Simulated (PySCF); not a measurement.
How the functional moves excitation energies

Compound: CHF3.
SMILES: `FC(F)F`

Linear-response calculations in the def2-SVPD basis (PySCF; singlets by full response, triplets Tamm–Dancoff, core orbitals frozen in the response; HF means time-dependent Hartree–Fock). 'Strongest' is the level of largest summed f among the singlets computed (10 roots, of which the last may lack a degenerate partner); it can jump between rows when another state enters that window. S1 is the lowest singlet of each run and needn't be the same state throughout; f(S1) is that of one state. Isolated species at its PBE0-D3(BJ)/def2-SVP geometry, gas phase.

| functional | kind | S1 (eV) | f(S1) | strongest (eV) | T1 (eV) | HOMO (eV) | gap (eV) | ionisation energy, ΔSCF (eV) |
| --- | --- | --- | --- | --- | --- | --- | --- | --- |
| LDA | LDA | 10.05 | 0.020 | 11.22 | 9.66 | -9.72 | 9.88 | 13.98 |
| PBE | GGA | 9.88 | 0.015 | 11.02 | 9.43 | -9.57 | 9.72 | 13.78 |
| B3LYP | global hybrid, 20% exact exchange | 10.66 | 0.022 | 11.90 | 10.13 | -11.24 | 11.69 | 14.45 |
| PBE0 | global hybrid, 25% exact exchange | 10.94 | 0.025 | 12.20 | 10.31 | -11.47 | 12.28 | 14.44 |
| CAM-B3LYP | range-separated hybrid | 10.97 | 0.022 | 12.50 | 10.37 | -13.05 | 14.37 | 14.70 |
| wB97X-D | range-separated hybrid | 11.26 | 0.027 | 12.81 | 10.79 | -13.46 | 15.88 | 14.58 |
| LC-wPBE | range-separated hybrid | 11.34 | 0.024 | 12.96 | 10.62 | -14.32 | 16.69 | 14.72 |
| HF | Hartree–Fock | 13.01 | 0.084 | 15.44 | 11.52 | -16.33 | 18.88 | not settled |

Q: What does BHandHLYP (global hybrid, 50% exact exchange) give?

A: S1 (eV) 11.70, f(S1) 0.036, strongest (eV) 13.43, T1 (eV) 10.91, HOMO (eV) -13.38, gap (eV) 14.54, ionisation energy, ΔSCF (eV) 15.04. S1 runs from 9.88 eV (PBE) to 13.01 eV (HF), a spread of 3.13 eV, while the orbital gap spreads over 9.2 eV. Along PBE (0%), B3LYP (20%), PBE0 (25%), BHandHLYP (50%), HF (100%) S1 rises with the share of exact exchange. −ε(HOMO) comes closest to its own ΔSCF ionisation energy with LC-wPBE (-0.40 eV) and misses most with LDA (-4.26 eV). 'Not settled' means that the ion's SCF failed to converge or may have ended in another state than the lowest.
